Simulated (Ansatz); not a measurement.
Here is an Ansatz 0.2.0 calculation.

input.yaml

```yaml
crystal:
  lattice:
    - [0.0, 1.813001, 1.813001]
    - [1.813001, 0.0, 1.813001]
    - [1.813001, 1.813001, 0.0]
  atoms:
    - { symbol: "N", position: [0.25, 0.25, 0.25] }
    - { symbol: B, position: [0.0, 0.0, 0.0] }
kpoints:
  mp_grid: { grid: [13, 13, 13] }
scf:
  occupations: { method: gaussian, width: 0.05 }
hamiltonian:
  xc: pbesol
  pseudopotentials: { kind: all_electron, lapw: { basis_error: 0.001 } }
output:
  forces: true
  stress: true
  eigenvalues: true
```

Potentials or basis: all-electron LAPW, scalar-relativistic.

Command:

```console
$ ansatz run input.yaml --threads 1 --pin off --max-ram 3072MiB --backend cpu --events-out ev --progress --plain --runs-dir out
```

Problem. What does it give for the band gap on the k mesh?

Solution. 4.35 eV, indirect (least direct gap 8.72 eV).

Problem. What does it give for the pressure?

Solution. -6.3 GPa.

Caveat: an odd mesh through Γ misses points on the zone boundary, where band edges often lie.

The gap isn't set beside the measured one, since this odd mesh misses points on the zone boundary.
